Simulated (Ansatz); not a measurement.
## KBr: quadrupole couplings from first principles

```yaml
crystal:
  lattice:
    - [5.67191, 0.00000, 0.00000]
    - [-2.83595, 4.91202, 0.00000]
    - [0.00000, 0.00000, 6.64448]
  atoms:
    - { symbol: K, position: [0.33333, 0.66667, 0.93800] }
    - { symbol: K, position: [0.66667, 0.33333, 0.43800] }
    - { symbol: Br, position: [0.33333, 0.66667, 0.43800] }
    - { symbol: Br, position: [0.66667, 0.33333, 0.93800] }
```

Atoms are numbered in the order listed.

The structure comes from a relaxation in the same program, started in the wurtzite type, and has space group P6_3/mmc. Whether it is a known phase or the ground state wasn't checked. The relaxation left the symmetry of that type.

Methods: DFT, PBE, all-electron PAW with datasets made for the crystal, scalar-relativistic (Ansatz 0.2.0); DFT, PBE, PAW with Ansatz's default frozen-core files, scalar-relativistic (Ansatz 0.2.0).

For the crystal-made all-electron datasets (AE datasets): a Γ-centred 10×10×6 k mesh, Fermi–Dirac smearing of 0.05 eV, cutoff 200 eV (chosen by the program for this cell), no spin polarisation. PAW takes a cutoff of 420 eV at this cell. The Ansatz runs share mesh, smearing and spin set-up.

Vzz is the principal value of largest size of the traceless field-gradient tensor, in 10²¹ V/m², and η = (Vxx − Vyy)/Vzz with |Vzz| ≥ |Vyy| ≥ |Vxx|.

```tsv
site	site symmetry	Vzz (η), AE datasets	Vzz (η), PAW
K1	-6m2	-0.41 (η = 0.00)	-0.42 (η = 0.00)
Br3	-6m2	0.40 (η = 0.00)	0.40 (η = 0.00)
```

The Cartesian tensor at K1 from AE datasets, in 10²¹ V/m²:

```
 0.21  0.00  0.00
 0.00  0.21  0.00
 0.00  0.00 -0.41
```
